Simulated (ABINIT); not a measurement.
Crystal: GaAs.

```xyz
2
Lattice="0.0000 2.8268 2.8268 2.8268 0.0000 2.8268 2.8268 2.8268 0.0000" Properties=species:S:1:pos:R:3 pbc="T T T"
As    4.2403    4.2403    4.2403
Ga    0.0000    0.0000    0.0000
```

Base run:

| Quantity | Value |
| --- | --- |
| Program | ABINIT 10.8.3 (patched build) |
| Functional | revPBE |
| Potentials or basis | JTH PAW PBE v2.0 |
| Cutoff | 463 eV |
| k mesh | 8 × 8 × 8 |
| Occupations | fermi-dirac, width 0.05 eV |
| Spin | no spin polarisation |

Its results: band gap on the k mesh 0.60 eV, direct; pressure 4.6 GPa.

Task: The run is repeated on the same cell with these changes: functional from revPBE to BP86. What comes out?

Result: Band gap on the k mesh 0.42 eV, direct; pressure 3.4 GPa.

Caveats: the PAW data sets were made with another functional, which shifts forces and pressure a little.
